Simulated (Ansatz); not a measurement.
The system is I.

```
I
1.0
     3.63503   -2.39502    0.00000
     3.63503    2.39502    0.00000
     0.00000    0.00000    9.79344
I
4
Direct
  0.64930 0.35070 0.38440
  0.14930 0.85070 0.11560
  0.35070 0.64930 0.61560
  0.85070 0.14930 0.88440
```

Base run:

| Item | Value |
| --- | --- |
| Program | Ansatz 0.2.0 |
| Functional | PBEsol |
| Potentials or basis | all-electron PAW datasets made for the crystal |
| Cutoff | 140 eV (chosen from the basis error) |
| k mesh | 7 × 7 × 3 |
| Occupations | fermi-dirac, width 0.05 eV |
| Spin | no spin polarisation |

Its results: band gap on the k mesh 1.29 eV, indirect (least direct gap 1.38 eV); pressure 0.1 GPa; largest force 0.759 eV/Å.

**Question.** The run is repeated on the same cell with these changes: potentials or basis from all-electron PAW datasets made for the crystal to all-electron LAPW, non-relativistic; cutoff from 140 eV (chosen from the basis error) to 252 eV (chosen from the basis error). What comes out?

**Answer.** Band gap on the k mesh 1.45 eV, indirect (least direct gap 1.59 eV); pressure 0.6 GPa; largest force 0.735 eV/Å.

Caveats: spin-orbit coupling is left out, which moves the levels of the heavy elements; relativity is left out, which matters for the heavier elements (some runs).

A k mesh can miss the band edges.

The runs don't all hold the same shells in valence.
